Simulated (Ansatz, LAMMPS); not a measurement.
# Amorphous TiO2 at 3.19 g/cm^3 (84 atoms): geometry optimisation

Wanted: the relaxed structure of amorphous TiO2 at 3.19 g/cm^3 (84 atoms) and its electronic structure.

Method: Kohn-Sham DFT, PBE, PAW (set soft_2), plane waves, in Ansatz 0.2.0.

## 1. The structure

The cell holds 84 atoms: 28 Ti and 56 O. Cell: a = 10.514 Å, b = 10.514 Å, c = 10.514 Å, α = 90.0°, β = 90.0°, γ = 90.0°. 84 atoms (28 Ti, 56 O) placed at random at 3.19 g/cm³, melted at 5000 K for 10 ps at fixed volume with the Morse and Coulomb pair potential with partial charges (Pedone, Malavasi, Menziani, Cormack and Segre, J. Phys. Chem. B 110, 11780 (2006)). Quenched from 5000 K to 300 K at 50 K/ps and fixed volume, held 5 ps, then minimised at fixed cell. The density is one point of a scan and needn't be that of the real material.

Limits known from the start: The quench rate of 50 K/ps is orders of magnitude faster than experiment, which tends to freeze in extra defects. The network of bonds at the start is that of the classical potential that made the cell. Only the Γ point is sampled in the main run, in a cell whose shortest periodic width is 11 Å.

## 2. The classical run that made the cell

A classical potential makes the cell, at a small fraction of what the same run would cost in DFT.

This step: classical MD, Morse and Coulomb pair potential with partial charges (Pedone, Malavasi, Menziani, Cormack and Segre, J. Phys. Chem. B 110, 11780 (2006)) (LAMMPS 22 Jul 2025 - Update 4).

The input, in.lmp:

```
# melt-quench of Ti28O56
units metal
atom_style charge
boundary p p p
region box block 0 10.5139 0 10.5139 0 10.5139
create_box 2 box
mass 1 47.8670   # Ti
mass 2 15.9990   # O
create_atoms 1 random 28 34533 NULL overlap 1.5 maxtry 2000
create_atoms 2 random 56 34540 NULL overlap 1.5 maxtry 2000
pair_style hybrid/overlay pedone 5.5 coul/long 8.0
pair_coeff * * coul/long
pair_coeff 1 2 pedone 0.024235 2.254703 2.708943 1   # Ti-O
pair_coeff 2 2 pedone 0.042395 1.379316 3.618701 22   # O-O
set type 1 charge 2.4
set type 2 charge -1.2
kspace_style pppm 1.0e-4
neigh_modify delay 0 every 1 check yes
thermo_style custom step time temp pe press density
thermo_modify norm yes
timestep 0.002
thermo 100
min_style cg
minimize 1e-4 1e-4 200 2000
reset_timestep 0
velocity all create 5000 34534 mom yes dist gaussian
fix lim all nve/limit 0.05
fix lan all langevin 5000 5000 0.2 34535 zero yes
thermo 500
run 1000 post no
unfix lim
unfix lan
thermo 833
fix md all nvt temp 5000 5000 0.2
run 5000 post no
unfix md
thermo 4700
fix md all nvt temp 5000 300 0.2
run 47000 post no
unfix md
thermo 1250
fix md all nvt temp 300 300 0.2
run 2500 post no
unfix md
thermo 100
min_style cg
minimize 0 1e-3 2000 20000
write_dump all custom glass.dump id type xs ys zs modify sort id
```

Launch:

```bash
lmp -in in.lmp -log none -nocite
```

Numbers of over 12 decimals in the logs are rounded to 6 here.

Log:

```text
LAMMPS (22 Jul 2025 - Update 4)
Created orthogonal box = (0 0 0) to (10.5139 10.5139 10.5139)
Created 28 atoms
Created 56 atoms
PPPM initialization ...
  G vector (1/distance) = 0.38572713
  grid = 12 12 12
  estimated relative force accuracy = 5.6674888e-05
   Step          Time           Temp          PotEng         Press         Density
         0   0              0             -1.5896192      742741.91      3.1950088
        73   0.146          0             -15.350938      37996.78       3.1950088
Loop time of 0.15445 s on 1 MPI rank(s) for 73 steps with 84 atoms
Minimization stats:
  Stopping criterion = energy tolerance
  Energy initial, next-to-last, final =
     -1.58961920653075  -15.3496240899155  -15.3509376804568
  Force two-norm initial, final = 305.80672 2.1935273
  Iterations, force evaluations = 73 92
   Step          Time           Temp          PotEng         Press         Density
         0   0              5000          -15.350938      87296.029      3.1950088
       500   1              2177.8496     -15.119546      70025.691      3.1950088
      1000   2              2420.1821     -15.05767       46772.096      3.1950088
Loop time of 0.972548 s on 1 MPI rank(s) for 1000 steps with 84 atoms
   Step          Time           Temp          PotEng         Press         Density
[... 2 lines left out ...]
      2499   4.998          4627.877      -14.698522      63314.252      3.1950088
      3332   6.664          5206.1657     -14.677818      102546.17      3.1950088
      4165   8.33           5186.6458     -14.563496      129273.13      3.1950088
      4998   9.996          4507.2584     -14.645569      80892.029      3.1950088
      5831   11.662         5168.443      -14.621452      83456.07       3.1950088
[... 1 line left out ...]
Loop time of 5.10289 s on 1 MPI rank(s) for 5000 steps with 84 atoms
   Step          Time           Temp          PotEng         Press         Density
[... 12 lines left out ...]
Loop time of 56.0032 s on 1 MPI rank(s) for 47000 steps with 84 atoms
   Step          Time           Temp          PotEng         Press         Density
[... 2 lines left out ...]
     55000   110            317.39691     -15.471335      21679.218      3.1950088
     55500   111            335.34416     -15.47725       24916.941      3.1950088
Loop time of 1.78218 s on 1 MPI rank(s) for 2500 steps with 84 atoms
   Step          Time           Temp          PotEng         Press         Density
     55500   111            335.34416     -15.47725       24916.941      3.1950088
     55527   111.054        335.34416     -15.512376      17680.559      3.1950088
Loop time of 0.148485 s on 1 MPI rank(s) for 27 steps with 84 atoms
Minimization stats:
  Stopping criterion = linesearch alpha is zero
  Energy initial, next-to-last, final =
      -15.477250185668  -15.5123763376416  -15.5123763376416
  Force two-norm initial, final = 11.954057 0.17304361
  Iterations, force evaluations = 27 131
```

Elapsed: 64 s, on 1 thread of Intel Xeon at 2.80GHz (Skylake/Cascade Lake), shared host; peak memory 0.63 GiB.

## 3. Single point at the start

A single point comes first, to see the forces before anything moves.

The input, input.yaml:

```yaml
crystal:
  lattice:
    - [10.5139, 0.0, 0.0]
    - [0.0, 10.5139, 0.0]
    - [0.0, 0.0, 10.5139]
  atoms:
    - { symbol: Ti, position: [0.25821, 0.6027, 0.94315] }
    - { symbol: Ti, position: [0.08996, 0.84404, 0.24156] }
    - { symbol: Ti, position: [0.32229, 0.10622, 0.25954] }
    - { symbol: Ti, position: [0.99439, 0.9895, 0.5122] }
    - { symbol: Ti, position: [0.15946, 0.31534, 0.44733] }
    - { symbol: Ti, position: [0.19321, 0.60244, 0.45004] }
    - { symbol: Ti, position: [0.52203, 0.7517, 0.22971] }
    - { symbol: Ti, position: [0.87975, 0.53128, 0.56367] }
    - { symbol: Ti, position: [0.50253, 0.55212, 0.76191] }
    - { symbol: Ti, position: [0.80081, 0.18791, 0.67433] }
    - { symbol: Ti, position: [0.26799, 0.29676, 0.04112] }
    - { symbol: Ti, position: [0.5475, 0.16655, 0.89823] }
    - { symbol: Ti, position: [0.47007, 0.43335, 0.22658] }
    - { symbol: Ti, position: [0.59496, 0.35164, 0.53152] }
    - { symbol: Ti, position: [0.72739, 0.46328, 0.99819] }
    - { symbol: Ti, position: [0.9435, 0.96287, 0.95483] }
    - { symbol: Ti, position: [0.31186, 0.32782, 0.74432] }
    - { symbol: Ti, position: [0.59649, 0.02989, 0.44461] }
    - { symbol: Ti, position: [0.83318, 0.63731, 0.25565] }
    - { symbol: Ti, position: [0.27806, 0.00483, 0.69908] }
    - { symbol: Ti, position: [0.45623, 0.76459, 0.54734] }
    - { symbol: Ti, position: [0.77117, 0.8727, 0.68375] }
    - { symbol: Ti, position: [0.55077, 0.8364, 0.91636] }
    - { symbol: Ti, position: [0.7357, 0.08057, 0.1565] }
    - { symbol: Ti, position: [0.93461, 0.65431, 0.86959] }
    - { symbol: Ti, position: [0.95471, 0.32773, 0.21312] }
    - { symbol: Ti, position: [0.24308, 0.93548, 0.02801] }
    - { symbol: Ti, position: [0.0007, 0.28493, 0.8875] }
    - { symbol: O, position: [0.68521, 0.81092, 0.81604] }
    - { symbol: O, position: [0.82518, 0.6137, 0.42503] }
    - { symbol: O, position: [0.80327, 0.97057, 0.04745] }
    - { symbol: O, position: [0.49751, 0.80874, 0.38828] }
    - { symbol: O, position: [0.23898, 0.95813, 0.85798] }
    - { symbol: O, position: [0.60748, 0.4335, 0.11684] }
    - { symbol: O, position: [0.99251, 0.12041, 0.92489] }
    - { symbol: O, position: [0.64816, 0.92026, 0.56833] }
    - { symbol: O, position: [0.32982, 0.50705, 0.80159] }
    - { symbol: O, position: [0.37676, 0.28594, 0.19481] }
    - { symbol: O, position: [0.08946, 0.59153, 0.9019] }
    - { symbol: O, position: [0.04997, 0.55123, 0.52936] }
    - { symbol: O, position: [0.81767, 0.61014, 0.98379] }
    - { symbol: O, position: [0.28029, 0.1116, 0.0694] }
    - { symbol: O, position: [0.025, 0.95516, 0.35232] }
    - { symbol: O, position: [0.41447, 0.27554, 0.91328] }
    - { symbol: O, position: [0.51193, 0.99892, 0.87722] }
    - { symbol: O, position: [0.20839, 0.33588, 0.60634] }
    - { symbol: O, position: [0.45326, 0.07522, 0.3623] }
    - { symbol: O, position: [0.13482, 0.00707, 0.60688] }
    - { symbol: O, position: [0.00806, 0.33155, 0.37457] }
    - { symbol: O, position: [0.86652, 0.36177, 0.96673] }
    - { symbol: O, position: [0.95186, 0.82234, 0.86217] }
    - { symbol: O, position: [0.23866, 0.45381, 0.38018] }
    - { symbol: O, position: [0.66434, 0.21845, 0.78502] }
    - { symbol: O, position: [0.68254, 0.69989, 0.22081] }
    - { symbol: O, position: [0.87206, 0.47702, 0.20546] }
    - { symbol: O, position: [0.2135, 0.17573, 0.36934] }
    - { symbol: O, position: [0.81479, 0.02605, 0.75241] }
    - { symbol: O, position: [0.754, 0.40623, 0.56799] }
    - { symbol: O, position: [0.44229, 0.60254, 0.23304] }
    - { symbol: O, position: [0.68915, 0.0144, 0.30321] }
    - { symbol: O, position: [0.62133, 0.48887, 0.86484] }
    - { symbol: O, position: [0.63023, 0.18192, 0.52809] }
    - { symbol: O, position: [0.61774, 0.15144, 0.05493] }
    - { symbol: O, position: [0.85006, 0.19878, 0.19145] }
    - { symbol: O, position: [0.34876, 0.15823, 0.70611] }
    - { symbol: O, position: [0.17368, 0.30541, 0.87351] }
    - { symbol: O, position: [0.87627, 0.60079, 0.7194] }
    - { symbol: O, position: [0.07125, 0.92556, 0.07413] }
    - { symbol: O, position: [0.88803, 0.11904, 0.53832] }
    - { symbol: O, position: [0.48194, 0.39621, 0.65364] }
    - { symbol: O, position: [0.2648, 0.93757, 0.21684] }
    - { symbol: O, position: [0.53886, 0.39692, 0.3809] }
    - { symbol: O, position: [0.2565, 0.75784, 0.01902] }
    - { symbol: O, position: [0.29576, 0.47253, 0.04789] }
    - { symbol: O, position: [0.46011, 0.6978, 0.86693] }
    - { symbol: O, position: [0.90495, 0.85844, 0.57976] }
    - { symbol: O, position: [0.31836, 0.66239, 0.54298] }
    - { symbol: O, position: [0.55367, 0.65037, 0.62895] }
    - { symbol: O, position: [0.0963, 0.30848, 0.11378] }
    - { symbol: O, position: [0.1634, 0.72595, 0.34249] }
    - { symbol: O, position: [0.95707, 0.73836, 0.20699] }
    - { symbol: O, position: [0.51512, 0.84204, 0.08462] }
    - { symbol: O, position: [0.92989, 0.28701, 0.73282] }
    - { symbol: O, position: [0.38656, 0.89662, 0.62769] }
kpoints:
  mp_grid: { grid: [1, 1, 1] }
hamiltonian:
  xc: pbe
scf:
  occupations: { method: fermi_dirac, width: 0.025 }
output:
  forces: true
```

Launch:

```bash
ansatz run input.yaml --threads 4 --pin off --max-ram 8192MiB --backend cpu --events-out ev --progress --plain --runs-dir out
```

Log:

```text
Engine: ansatz 0.2.0, aarch64-unknown-linux-gnu
Pseudopotentials: kind: paw
Pseudopotential: Ti, paw, valence charge 12, recommended cutoff 420 eV (normal), Ti.paw.azcp
Pseudopotential: O, paw, valence charge 6, recommended cutoff 420 eV (normal), O.paw.azcp
[... 5 lines on functional and potentials left out ...]
Crystal: 84 atoms, lattice volume = 1162.229 Å³
Basis set: ecut = 420 eV, 22743 PW (Γ), exchange–correlation on 144×144×144 points (8 copies of the dense FFT grid, shifted against one another)
Bands: 420, of which v1, the nominal top of the filled ones, is band 336 counted from 1 (335 counted from 0)
Symmetry: 1 space group operations
Space group: P1 (ITA 1), of the structure as read, at distance tolerance 1.1e-4 Å
k-points: 1
[... 5 lines on functional and potentials left out ...]
Initial density: superposition of atomic densities (neutral atoms: chi_scale 0, normalization atom), corrected by the library's trained network
Initial wavefunctions: pseudopotential atomic-orbital guess
Functional: x = pbe(κ = 0.804, μ = 0.219515), c = pbe(β = 0.066725)
SCF iter   1: F=—  HF=-101872.390226 eV  |F-HF|=—  |Δ(HF+E_count)|=         —  Δρ=3.95e-3  dr2=1.91e-1  ethr=1.77e-3  ⟨swp⟩=5.0  Hψ=1549  notcnv=0  defer=39
preconditioner: auto → Resta (q_TF=auto, 2.490 Å⁻¹)  ε∞=6.4  [insulator: Δε(μ)=2.839 eV  Ē_g=9.961 eV  σ=0.025 eV  W_gap=1.00  n_scr=304 (ndim 8)  ℏωp=23.1 eV  f_vac=0.154  D(μ)=0.00/eV (n_scr^D=0)  ε∞_Penn≈6.4]
SCF iter   2: F=—  HF=-101872.377459 eV  |F-HF|=—  |Δ(HF+E_count)|=   1.28e-2  Δρ=2.02e-3  dr2=3.52e-2  ethr=2.84e-5  ⟨swp⟩=2.0  Hψ=662  notcnv=0  defer=73
SCF iter   3: F=—  HF=-101872.380950 eV  |F-HF|=—  |Δ(HF+E_count)|=   3.49e-3  Δρ=1.01e-3  dr2=1.51e-2  ethr=5.25e-6  ⟨swp⟩=3.0  Hψ=527  notcnv=0  defer=42
automatic band count: iteration 3 solves 389 bands in place of 420: the levels show a gap, and the empty bands left out lie too high to hold charge; the band table lists the bands solved (type scf.n_extra_bands for more)
SCF iter   4: F=—  HF=-101872.382011 eV  |F-HF|=—  |Δ(HF+E_count)|=   1.06e-3  Δρ=4.29e-4  dr2=3.20e-3  ethr=2.24e-6  ⟨swp⟩=2.0  Hψ=526  notcnv=0  defer=42
SCF iter   5: F=—  HF=-101872.382071 eV  |F-HF|=—  |Δ(HF+E_count)|=   5.96e-5  Δρ=2.17e-4  dr2=6.89e-4  ethr=4.76e-7  ⟨swp⟩=2.0  Hψ=518  notcnv=0  defer=42
SCF iter   6: F=—  HF=-101872.382258 eV  |F-HF|=—  |Δ(HF+E_count)|=   1.87e-4  Δρ=1.18e-4  dr2=1.89e-4  ethr=1.02e-7  ⟨swp⟩=2.0  Hψ=571  notcnv=0  defer=42
SCF iter   7: F=—  HF=-101872.382276 eV  |F-HF|=—  |Δ(HF+E_count)|=   1.80e-5  Δρ=5.27e-5  dr2=3.75e-5  ethr=2.81e-8  ⟨swp⟩=2.0  Hψ=518  notcnv=0  defer=42
SCF iter   8: F=—  HF=-101872.383788 eV  |F-HF|=—  |Δ(HF+E_count)|=   1.51e-3  Δρ=2.53e-5  dr2=8.21e-6  ethr=5.59e-9  ⟨swp⟩=2.0  Hψ=721  notcnv=0  defer=42
SCF iter   9: F=—  HF=-101872.383793 eV  |F-HF|=—  |Δ(HF+E_count)|=   5.07e-6  Δρ=1.36e-5  dr2=2.66e-6  ethr=1.22e-9  ⟨swp⟩=2.0  Hψ=630  notcnv=0  defer=42
SCF iter  10: F=—  HF=-101872.383794 eV  |F-HF|=—  |Δ(HF+E_count)|=   8.56e-7  Δρ=5.50e-6  dr2=5.31e-7  ethr=3.96e-10  ⟨swp⟩=2.0  Hψ=630  notcnv=0  defer=42
SCF iter  11: F=—  HF=-101872.383794 eV  |F-HF|=—  |Δ(HF+E_count)|=   2.33e-7  Δρ=2.96e-6  dr2=1.38e-7  ethr=7.91e-11  ⟨swp⟩=2.0  Hψ=630  notcnv=0  defer=42
SCF iter  12: F=-101872.383794 eV  HF=-101872.383794 eV  |F-HF|=1.11e-8  |Δ(HF+E_count)|=   8.08e-8  Δρ=2.13e-6  dr2=6.29e-8  ethr=1.49e-11  ⟨swp⟩=4.0  Hψ=1184  notcnv=0
SCF 1 converged in 12 iterations: F = -101872.383794 eV  dr2 = 6.29e-8
  greatest PAW one-centre occupation: 0.999 electrons in one spin orbital (limit 2), on the Ti atom at site 10 (counted from 0), in its partial waves of l = 0
SCF converged after 12 iterations
Free energy (F): -101872.383794 eV
Harris-Foulkes:  -101872.383794 eV  (|F-HF|=1.11e-8)
Internal energy: -101872.383794 eV  (E = F + TS)
E sigma→0 (E₀):  -101872.383794 eV
Fermi energy:    6.319264 eV
--- Per-component energies (eV) ---
  E_band       = -7871.650550
  E_kinetic    = 17501.329200
  E_local      = -60541.074799  (includes V_loc(G=0)·N_el)
  E_nonlocal   = 2790.722890
  E_hartree    = 23903.068905
  E_xc         = -6884.406704
  E_vxc        = -8713.982550  (∫ρ·V_xc dr)
  E_paw        = -38142.969518  (= ΣΔE_a)
  E_vpaw       = -6714.925825  (= ΣTr[D̂ρ^β])
  E_aug_tail   = 0.140207  (compensation charges beyond the density's cutoff)
  E_ewald      = -40499.193975
  E_smearing   = -0.000000  (= −TS)
  E_closure    = -0.000000  (closes the sum)
  Σ components = -101872.383794   (vs F -101872.383794, Δ=0.00e0)
--- Forces (eV/Å), atoms counted from 1 ---
  atom   1  Ti     0.59041597     0.07885016    -0.26927432
  atom   2  Ti     0.50317396     0.32756369     0.86454741
  atom   3  Ti    -0.50568034    -0.19198705    -1.23344484
  atom   4  Ti    -0.85612628    -0.28347966     1.70392557
  atom   5  Ti     0.38628021     1.08863139    -1.02442825
  atom   6  Ti    -0.51481665    -0.35045751     0.11698647
  atom   7  Ti     0.13229918    -0.68398933    -0.28346043
  atom   8  Ti     0.65901525     0.15182165    -0.89279595
  atom   9  Ti    -0.38492689     0.38677070     0.24975364
  atom  10  Ti    -0.30143460    -0.49855098    -0.02471922
  atom  11  Ti    -0.42155721    -0.63720662     0.19721973
  atom  12  Ti    -0.00949294    -0.31049857    -0.03129217
  atom  13  Ti     0.77438088    -0.20546078    -0.74655179
  atom  14  Ti     0.24053901    -0.09927099     0.63683531
[...]
atom  83  O      0.12367848     0.09300811    -0.58916458
  atom  84  O      0.56825696     0.06601018     0.02417199
  max |Σ_I F_I| component: 6.48e-5 eV/Å
```

The job ended after 13 s (4 threads of Arm Neoverse V2, shared host; peak memory 1.6 GiB).

In the SCF lines HF is the Harris–Foulkes energy and dr2 the Hartree energy of the density residual, in eV; the loop may stop once dr2 is under the threshold and the program's other checks hold. Hψ counts applications of the Hamiltonian.

The run gave:

| Property | Result |
| --- | --- |
| free energy | -101872.3838 eV |
| free energy per atom | -1212.7665 eV/atom |
| SCF cycles | 12 |
| r.m.s. force component | 0.609 eV/Å |
| longest force | 2.051 eV/Å |
| Fermi energy | 6.319 eV |

The r.m.s. force component of 0.61 eV/Å sets the starting point.

Neighbours are counted within 2.64 Å (O-Ti).

Length of the force by element and coordination:

| element | coordination | atoms | mean length of the force (eV/Å) | spread | least | most |
| --- | --- | --- | --- | --- | --- | --- |
| O | all | 56 | 0.997 | 0.411 | 0.327 | 2.04 |
| O | 2 | 41 | 1.05 | 0.432 | 0.327 | 2.04 |
| O | 3 | 15 | 0.856 | 0.306 | 0.408 | 1.45 |
| Ti | all | 28 | 0.893 | 0.464 | 0.260 | 2.05 |
| Ti | 4 | 16 | 1.04 | 0.523 | 0.312 | 2.05 |
| Ti | 5 | 9 | 0.732 | 0.293 | 0.260 | 1.35 |
| Ti | 6 | 3 | 0.605 | 0.142 | 0.444 | 0.789 |

(Continued in part 2 of 4.)

[Logs are printed without paths, hosts, clocks, repeated set-up lines and the standing remarks that a program may print on its own settings, such as how far it seeks lower states.]

[Hosts, paths, dates, database ids (printed as entryN), source tags and the programs' standing remarks are cut or masked in the printed files.]
